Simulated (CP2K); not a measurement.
The system is CdS.

```
Cd S
1.0
     3.89368    0.00000    0.00000
     1.94684    3.37202    0.00000
     1.94684    1.12401    3.17917
Cd S
1 1
Direct
  0.00000 0.00000 0.00000
  0.50000 0.50000 0.50000
```

Measurements of this composition are mostly on another form, of space group No. 186.

Base run:

```yaml
Program: CP2K 2026.2
Functional: PBE
Potentials_or_basis: POTENTIAL_UZH Cd GTH-SCAN-q12, S GTH-SCAN-q6; DZVP-MOLOPT-SR-GTH basis
Density_cutoff: 6123 eV
k_mesh: 8 × 8 × 8
Occupations: fermi-dirac, width 0.05 eV
Spin: no spin polarisation
```

Its results: band gap on the k mesh 0.54 eV, indirect (least direct gap 1.73 eV); pressure 2.4 GPa.

Task: The run is repeated on the same cell with these changes: potentials or basis from POTENTIAL_UZH Cd GTH-SCAN-q12, S GTH-SCAN-q6; DZVP-MOLOPT-SR-GTH basis to GTH_POTENTIALS Cd GTH-PBE-q12, S GTH-BLYP-q6; DZVP-MOLOPT-SR-GTH basis; potentials from Cd GTH-SCAN-q12 of POTENTIAL_UZH, S GTH-SCAN-q6 of POTENTIAL_UZH to Cd GTH-PBE-q12 of GTH_POTENTIALS, S GTH-BLYP-q6 of GTH_POTENTIALS. What comes out?

Result: Band gap on the k mesh 0.20 eV, indirect (least direct gap 1.46 eV); pressure 1.2 GPa.

Caveats: the potentials were made for another functional, which shifts forces and pressure; the basis of atomic orbitals isn't converged, which shifts pressures, moduli and gaps.

A k mesh can miss the band edges.
